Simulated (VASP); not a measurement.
# BN (Qingsongite) (F-43m) in VASP: a series of runs

The runs below take BN (Qingsongite) through single point, with r2SCAN.

Everything below comes from runs of VASP 6.6.1. Logs are shortened: lines on timing, memory, paths and dates and some standing lists are left out, and cuts for length are marked.

**The experiment to reproduce.**

From a printed reference work, monograph, for a bulk crystal of BN at 300 K: band gap 6.4 eV (indirect).

How close the calculation comes is told below.

**1. The cell of the first run**

The structure is cubic, space group F-43m (No. 216). The conventional cell has a = 3.610 Å, b = 3.610 Å, c = 3.610 Å, α = 90.00°, β = 90.00°, γ = 90.00°. B (site symmetry -43m) has 4 N at 1.56 Å within 2.1 Å. Within 2.1 Å of N (site symmetry -43m) lie 4 B at 1.56 Å.

**2. Single point, r2SCAN**

Contents of POSCAR:

```
BN
1.0
    0.0000000000      1.8048245576      1.8048245576
    1.8048245576      0.0000000000      1.8048245576
    1.8048245576      1.8048245576      0.0000000000
B N
1 1
Direct
    0.0000000000      0.0000000000      0.0000000000
    0.2500000000      0.2500000000      0.2500000000
```

Contents of INCAR.step1:

```
SYSTEM = BN
PREC     = Accurate       ! precision mode
ENCUT    = 520            ! plane-wave cutoff, eV
ISMEAR   = 0              ! smearing method
SIGMA    = 0.01           ! smearing width, eV
LREAL    = .False.        ! projectors in reciprocal space
LASPH    = .True.         ! aspherical terms in the spheres
NELM     = 60             ! most SCF steps
NBANDS   = 11             ! bands
GGA      = PE             ! functional
ALGO     = Normal         ! electronic algorithm
EDIFF    = 1E-4           ! SCF threshold, eV
LWAVE    = .True.         ! write WAVECAR
LCHARG   = .False.        ! write CHGCAR
```

Contents of INCAR.step2:

```
SYSTEM = BN
PREC     = Accurate       ! precision mode
ENCUT    = 520            ! plane-wave cutoff, eV
EDIFF    = 1E-7           ! SCF threshold, eV
ISMEAR   = 0              ! smearing method
SIGMA    = 0.01           ! smearing width, eV
LREAL    = .False.        ! projectors in reciprocal space
LASPH    = .True.         ! aspherical terms in the spheres
NELM     = 60             ! most SCF steps
ALGO     = Normal         ! electronic algorithm
ISIF     = 2              ! what is computed and relaxed
LWAVE    = .False.        ! write WAVECAR
LCHARG   = .False.        ! write CHGCAR
METAGGA  = R2SCAN         ! meta-GGA
LMIXTAU  = .True.       
NBANDS   = 11             ! bands
ISTART   = 1
```

Contents of KPOINTS:

```
regular mesh
0
Gamma
  10 10 10
  0 0 0
```

Potentials or basis: VASP PAW PBE potentials, release 64 (B, N).

Started as:

```bash
$ cat potpaw_PBE.64/B/POTCAR potpaw_PBE.64/N/POTCAR > POTCAR
$ cp INCAR.step1 INCAR
$ mpirun -np 1 vasp_std > vasp.out
$ cp INCAR.step2 INCAR
$ mpirun -np 1 vasp_std > vasp.out
```

OUTCAR:

```text
SYSTEM = BN
   PREC = Accurate
   ENCUT = 520
   EDIFF = 1E-7
   ISMEAR = 0
   LREAL = .False.
   LASPH = .True.
   NELM = 60
   ISIF = 2
   METAGGA = R2SCAN
   ISTART = 1

 ion  position               nearest neighbor table
   1  0.000  0.000  0.000-   2 1.56   2 1.56   2 1.56   2 1.56
   2  0.250  0.250  0.250-   1 1.56   1 1.56   1 1.56   1 1.56

  LATTYP: Found a face centered cubic cell.
 ALAT       =     3.6096491152

  Lattice vectors:

 A1 = (   0.0000000000,   1.8048245576,   1.8048245576)
 A2 = (   1.8048245576,   0.0000000000,   1.8048245576)
 A3 = (   1.8048245576,   1.8048245576,   0.0000000000)

Analysis of symmetry for initial positions (statically):
[... 5 lines left out ...]
 face centered cubic supercell.

 Subroutine GETGRP returns: Found 24 space group operations
 (whereof 24 operations were pure point group operations)
 out of a pool of 48 trial point group operations.

The static configuration has the point symmetry T_d .

Analysis of symmetry for dynamics (positions and initial velocities):
[... 5 lines left out ...]
 face centered cubic supercell.

 Subroutine GETGRP returns: Found 24 space group operations
 (whereof 24 operations were pure point group operations)
 out of a pool of 48 trial point group operations.

The dynamic configuration has the point symmetry T_d .

 Subroutine INISYM returns: Found 24 space group operations
 (whereof 24 operations are pure point group operations),
 and found     1 'primitive' translations

----------------------------------------------------------------------------------------

                                     Primitive cell

  volume of cell :      11.7580

  direct lattice vectors                    reciprocal lattice vectors
     0.000000000  1.804824558  1.804824558    -0.277035238  0.277035238  0.277035238
     1.804824558  0.000000000  1.804824558     0.277035238 -0.277035238  0.277035238
     1.804824558  1.804824558  0.000000000     0.277035238  0.277035238 -0.277035238

  length of vectors
     2.552407367  2.552407367  2.552407367     0.479839107  0.479839107  0.479839107

  position of ions in fractional coordinates (direct lattice)
     0.000000000  0.000000000  0.000000000
     0.250000000  0.250000000  0.250000000

  ion indices of the primitive-cell ions
   primitive index   ion index
                 1           1
                 2           2

----------------------------------------------------------------------------------------

 KPOINTS: regular mesh

Automatic generation of k-mesh.
 Grid dimensions read from file:
 generate k-points for:   10   10   10

 Generating k-lattice:

  Cartesian coordinates                     Fractional coordinates (reciprocal lattice)
    -0.027703524  0.027703524  0.027703524     0.100000000  0.000000000  0.000000000
     0.027703524 -0.027703524  0.027703524     0.000000000  0.100000000  0.000000000
     0.027703524  0.027703524 -0.027703524     0.000000000  0.000000000  0.100000000

  Length of vectors
     0.047983911  0.047983911  0.047983911

  Shift w.r.t. Gamma in fractional coordinates (k-lattice)
     0.000000000  0.000000000  0.000000000

 Subroutine IBZKPT returns following result:
 ===========================================

 Found     47 irreducible k-points:

 Following reciprocal coordinates:
            Coordinates               Weight
  0.000000  0.000000  0.000000      1.000000
  0.100000  0.000000  0.000000      8.000000
  0.200000  0.000000  0.000000      8.000000
  0.300000  0.000000  0.000000      8.000000
  0.400000  0.000000  0.000000      8.000000
  0.500000  0.000000  0.000000      4.000000
[... 16 lines left out ...]
  0.300000  0.300000  0.000000      6.000000
  0.400000  0.300000  0.000000     24.000000
 [... further k-points ...]
   k-points           NKPTS =     47   k-points in BZ     NKDIM =     47   number of bands    NBANDS=     11
   number of dos      NEDOS =    301   number of ions     NIONS =      2
   total plane-waves  NPLWV =   8000
   dimension x,y,z NGX =    20 NGY =   20 NGZ =   20
   dimension x,y,z NGXF=    40 NGYF=   40 NGZF=   40
   ions per type =               1   1
   NGX,Y,Z   is equivalent  to a cutoff of  13.03, 13.03, 13.03 a.u.
   NGXF,Y,Z  is equivalent  to a cutoff of  26.05, 26.05, 26.05 a.u.
 SYSTEM =  BN
   PREC   = accura    normal or accurate (medium, high low for compatibility)
   ISTART =      1    job   : 0-new  1-cont  2-samecut
   ICHARG =      0    charge: 1-file 2-atom 10-const
   ISPIN  =      1    spin polarized calculation?
   LNONCOLLINEAR =      F non collinear calculations
   LSORBIT =      F    spin-orbit coupling
   LASPH  =      T    aspherical Exc in radial PAW
   ENCUT  =  520.0 eV  38.22 Ry    6.18 a.u.   4.75  4.75  4.75*2*pi/ulx,y,z
   NELM   =     60;   NELMIN=  2; NELMDL=  0     # of ELM steps
   EDIFF  = 0.1E-06   stopping-criterion for ELM
   LREAL  =      F    real-space projection
   EDIFFG = 0.1E-05   stopping-criterion for IOM
   NSW    =      0    number of steps for IOM
   IBRION =     -1    ionic relax: 0-MD 1-quasi-New 2-CG
   NFREE  =      0    steps in history (QN), initial steepest desc. (CG)
   ISIF   =      2    stress and relaxation
   ISYM   =      2    0-nonsym 1-usesym 2-fastsym
   POTIM  = 0.5000    time-step for ionic-motion
   TEBEG  =    0.0;   TEEND  =   0.0 temperature during run
   PSTRESS=    0.0 pullay stress
   NELECT =       8.0000    total number of electrons
   NUPDOWN=      -1.0000    fix difference up-down
   EMIN   =  10.00;   EMAX   =-10.00  energy-range for DOS
   EFERMI =   0.00;   METHOD = LEGACY
   ISMEAR =     0;   SIGMA  =   0.01  broadening in eV -4-tet -1-fermi 0-gaus
   EFERMI_NEDOS =   21; number of points for ismear=-14 and -15
   IALGO  =     38    algorithm
   IMIX   =      4    mixing-type and parameters
     AMIX     =   0.40;   BMIX     =  1.00
     AMIX_MAG =   1.60;   BMIX_MAG =  1.00
  volume/ion in A,a.u.               =       5.88        39.67
  Fermi-wavevector in a.u.,A,eV,Ry     =   1.439881  2.720980 28.208365  2.073256
  Thomas-Fermi vector in A             =   2.558687
   LORBIT       =      0    0 simple, 1 ext, 2 COOP (PROOUT), +10 PAW based schemes
   METAGGA = R2SCAN    functional components
   LHFCALC =     F    Hartree Fock is set to
   AEXX    =    0.0000 exact exchange contribution
   IVDW    =     0    specifies the selected vdW correction
   LEPSILON=     F    determine dielectric tensor
   LRPA    =     F    only Hartree local field effects (RPA)
 non-spin polarized calculation
 Gauss-broadening in eV      SIGMA  =   0.01
  energy-cutoff  :      520.00
  volume of cell :       11.76
 maximum number of plane-waves:       332
   NGX =  9   NGY =  9   NGZ =  9

 number of electron       7.9999999 magnetization

 Free energy of the ion-electron system (eV)
  ---------------------------------------------------
  ext. energy  EPLUGINS =         0.00000000
  ---------------------------------------------------
  free energy    TOTEN  =       -19.17158660 eV

  energy without entropy =      -19.17158660  energy(sigma->0) =      -19.17158660

 E-fermi :   7.4556     XC(G=0): -13.6699

 val. band max:        7.2972250267   @ k =   0.0000   0.0000   0.0000
 cond. band min:      12.2788406634   @ k =   0.5000   0.5000   0.0000
 fundamental gap:      4.9816156367
 Fermi energy:         7.4556405632

 k-point     1 :       0.0000    0.0000    0.0000
  band No.  band energies     occupation
      1     -14.0457      2.00000
      2       7.2972      2.00000
      3       7.2972      2.00000
      4       7.2972      2.00000
      5      16.8453      0.00000
      6      16.8453      0.00000
      7      16.8453      0.00000
      8      18.4359      0.00000
      9      33.5175      0.00000
     10      36.0955      0.00000
     11      36.0955      0.00000

 k-point     2 :       0.1000    0.0000    0.0000
  band No.  band energies     occupation
      1     -13.7930      2.00000
      2       5.9674      2.00000
      3       7.0342      2.00000
      4       7.0342      2.00000
      5      17.1409      0.00000
      6      17.2507      0.00000
      7      17.2507      0.00000
      8      19.2682      0.00000
      9      33.2158      0.00000
     10      33.5686      0.00000
     11      33.5686      0.00000

 k-point     3 :       0.2000    0.0000    0.0000
  band No.  band energies     occupation
      1     -13.0508      2.00000
      2       3.1221      2.00000
      3       6.4405      2.00000
      4       6.4405      2.00000
      5      17.5124      0.00000
      6      18.0879      0.00000
      7      18.0879      0.00000
      8      21.0580      0.00000
      9      32.0505      0.00000
     10      32.0505      0.00000
     11      32.4693      0.00000

 k-point     4 :       0.3000    0.0000    0.0000
  band No.  band energies     occupation
      1     -11.8831      2.00000
      2       0.0327      2.00000
      3       5.8370      2.00000
      4       5.8370      2.00000
      5      17.8364      0.00000
      6      18.6728      0.00000
      7      18.6728      0.00000
      8      22.5908      0.00000
      9      31.9682      0.00000
     10      32.3712      0.00000
     11      32.3712      0.00000
[... 239 lines left out ...]
 k-point    22 :      -0.2000    0.2000    0.0000
  band No.  band energies     occupation
      1     -11.4963      2.00000
      2       0.8378      2.00000
      3       2.8436      2.00000
      4       5.9489      2.00000
      5      18.6447      0.00000
      6      19.1113      0.00000
      7      19.7015      0.00000
      8      21.9832      0.00000
      9      29.5771      0.00000
     10      31.0936      0.00000
     11      35.6598      0.00000

 k-point    23 :       0.3000    0.3000    0.0000
  band No.  band energies     occupation
      1     -11.1753      2.00000
      2       1.7755      2.00000
      3       3.4767      2.00000
      4       3.4767      2.00000
      5      14.0394      0.00000
      6      18.7805      0.00000
      7      23.1587      0.00000
      8      23.1587      0.00000
      9      27.2942      0.00000
     10      36.3809      0.00000
     11      40.3987      0.00000

 k-point    24 :       0.4000    0.3000    0.0000
  band No.  band energies     occupation
      1     -10.1428      2.00000
      2       0.1588      2.00000
      3       2.5928      2.00000
      4       3.0478      2.00000
      5      13.9898      0.00000
      6      18.6261      0.00000
      7      23.9459      0.00000
      8      24.0626      0.00000
      9      28.3742      0.00000
     10      36.0652      0.00000
     11      40.5503      0.00000

 [... further k-points ...]
[... 5 lines left out ...]
  --------------------------------------------------------------------------------------
  -------------------------------------------------------------------------------------
  Total        0.0842524      0.0842524      0.0842524      0.0000000     -0.0000000     -0.0000000
  in kB       11.4804264     11.4804264     11.4804264      0.0000000     -0.0000000     -0.0000000
  external PRESSURE =      11.4804264 kB  Pullay stress =       0.0000000 kB

 VOLUME and BASIS-vectors are now :
 -----------------------------------------------------------------------------
  energy-cutoff  :      520.00
  volume of cell :       11.76
      direct lattice vectors                 reciprocal lattice vectors
     0.000000000  1.804824558  1.804824558    -0.277035238  0.277035238  0.277035238
     1.804824558  0.000000000  1.804824558     0.277035238 -0.277035238  0.277035238
     1.804824558  1.804824558  0.000000000     0.277035238  0.277035238 -0.277035238

 POSITION                                       TOTAL-FORCE (eV/Angst)
 -----------------------------------------------------------------------------------
      0.00000      0.00000      0.00000        -0.000000      0.000000     -0.000000
      0.90241      0.90241      0.90241         0.000000     -0.000000      0.000000
 -----------------------------------------------------------------------------------
    total drift:                                0.000000      0.000000      0.000000

  FREE ENERGIE OF THE ION-ELECTRON SYSTEM (eV)
  ---------------------------------------------------
  free  energy   TOTEN  =       -19.1715865961 eV

  energy  without entropy=      -19.1715865961  energy(sigma->0) =      -19.17158660
```

It took 24 s on 1 thread of Intel Xeon Platinum 8488C (Sapphire Rapids), shared host; peak memory 0.12 GiB.

Results:

```yaml
Free_energy: -19.1716 eV
Pressure: 1.1 GPa
Band_gap_on_the_k_mesh: 4.98 eV, indirect (least direct gap 9.55 eV)
```

Caveat: the PAW data sets were made with another functional, which shifts forces and pressure a little.

(Part 1 of 2 ends here.)
